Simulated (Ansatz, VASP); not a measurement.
# Au: VASP beside Ansatz

```
CELL_PARAMETERS angstrom
3.98195 0.00000 0.00000
0.00000 3.98195 0.00000
0.00000 0.00000 3.98195
ATOMIC_POSITIONS crystal
Au 0.50000 0.00000 0.00000
Au 0.00000 0.50000 0.00000
Au 0.00000 0.00000 0.50000
```

The cell was built by a generator and needn't be a form met in nature.

Alike in both runs: task relaxation of cell and atoms; functional PBE; k mesh 7 × 7 × 7; occupations fermi-dirac, width 0.05 eV; no spin polarisation.

|  | VASP | Ansatz |
| --- | --- | --- |
| version | VASP 6.6.1 | Ansatz 0.2.0 |
| potentials or method | VASP PAW PBE potentials, release 54 (Au) | Ansatz PAW |
| plane-wave cutoff (eV) | 600 | 420 |
| valence electrons in the cell | 33 | 57 |

```csv
,VASP,Ansatz,Ansatz less VASP
"gap on the k mesh at the Fermi level, each at its own relaxed structure (eV)",none,none,-
relaxed volume (Å³/atom),21.02,21.05,+0.027
relaxed cell length with the largest relative difference (Å),3.980,3.982,+0.0017
```

A gap of «none» marks a metal or a gap that the smearing closes. The two sets of potentials don't hold the same shells in valence.

Caveats: the plane-wave basis is chosen anew once the cell has moved, so the energies of steps on either side of that aren't comparable (Ansatz). The runs have no spin-orbit coupling, so splittings on Au are missing.
